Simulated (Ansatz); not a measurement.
Crystal: Er.

```xyz
2
Lattice="3.5588 0.0000 0.0000 -1.7794 3.0820 0.0000 0.0000 0.0000 5.5874" Properties=species:S:1:pos:R:3 pbc="T T T"
Er    1.7794    1.0273    4.1905
Er    0.0000    2.0547    1.3968
```

Alike in all runs: program Ansatz 0.2.0; functional PBE; potentials or basis Ansatz PAW; cutoff 420 eV (not typed: the program's choice for these potentials); k mesh 9 × 9 × 5; occupations fermi-dirac, width 0.05 eV.

The same cell was started in several ways:

| start | free energy over the lowest (meV/atom) | net moment (μB) | site or absolute moments (μB) | gap |
| --- | --- | --- | --- | --- |
| no spin polarisation | 1285.5 | - | - | none (metal or under the smearing width) |
| collinear spin, ferromagnetic start of up to 3 μB | 0.0 | 4.79 | Er +2.45 | none (metal or under the smearing width) |
| collinear spin, random start of up to 2.57 μB | 2.1 | 0.00 | Er -2.59, +2.59 | none (metal or under the smearing width) |
| collinear spin, antiferromagnetic start of up to 3 μB | 2.1 | 0.00 | Er +2.59, -2.59 | none (metal or under the smearing width) |
| collinear spin, ferrimagnetic start of up to 3 μB | 2.1 | 0.00 | Er +2.59, -2.59 | none (metal or under the smearing width) |

The spin-polarised runs without a constraint all converged, yet they end up to 2 meV/atom apart: a converged run can sit in a state that isn't the lowest. Allowing spin polarisation gains 1285 meV/atom. A still lower state may exist.

Caveats: the magnetic or orbital state may not be the lowest (some runs); spin-orbit coupling is left out, which moves the levels of the heavy elements (some runs).
